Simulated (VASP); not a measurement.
Runs of VASP 6.6.1 on In. The structure is tetragonal, space group I4/mmm (No. 139). Conventional cell: a = 3.251 Å, b = 3.251 Å, c = 4.947 Å, α = 90.00°, β = 90.00°, γ = 90.00°. In (site symmetry 4/mmm) has 12 In at 3.25 to 3.38 Å as nearest neighbours. 

```tsv
level	potentials or basis	k mesh	cutoff (eV)	further INCAR settings	gap on the mesh (eV)	pressure (GPa)
PBE	VASP PAW PBE potentials, release 64 (In_d)	14 × 14 × 14	520	ALGO = Fast; EDIFF = 1e-07	none	1.9
PBEsol	VASP PAW PBE potentials, release 64 (In_d)	20 × 20 × 20	520	ALGO = Fast; EDIFF = 1e-07	none	-1.0
PBEsol	VASP PAW PBE potentials, release 64 (In)	14 × 14 × 14	500	ALGO = Fast; EDIFF = 1e-07	none	(a)
r2SCAN	VASP PAW PBE potentials, release 64 (In_d)	14 × 14 × 14	520	ALGO = Normal; EDIFF = 1e-07	none	0.2
PBEsol	VASP PAW PBE potentials, release 64 (In_d)	14 × 14 × 14	700	ALGO = Fast; EDIFF = 1e-07	none	-1.0
PBEsol	VASP PAW PBE potentials, release 64 (In_d)	14 × 14 × 14	600	ALGO = Fast; EDIFF = 1e-07	none	-1.1
```

Alike in all rows: task electric field gradients; no spin polarisation; cell as given; smearing fermi-dirac 0.05 eV.

Question: Estimate the missing entries.

Answer: (a) -0.7.

Caveats: the PAW data sets were made with another functional, which shifts forces and pressure a little (some runs).

A k mesh can miss the band edges, and the runs leave out spin-orbit coupling on In.

A gap of «none» marks a metal or a gap under the smearing width.

The runs don't all hold the same shells in valence.
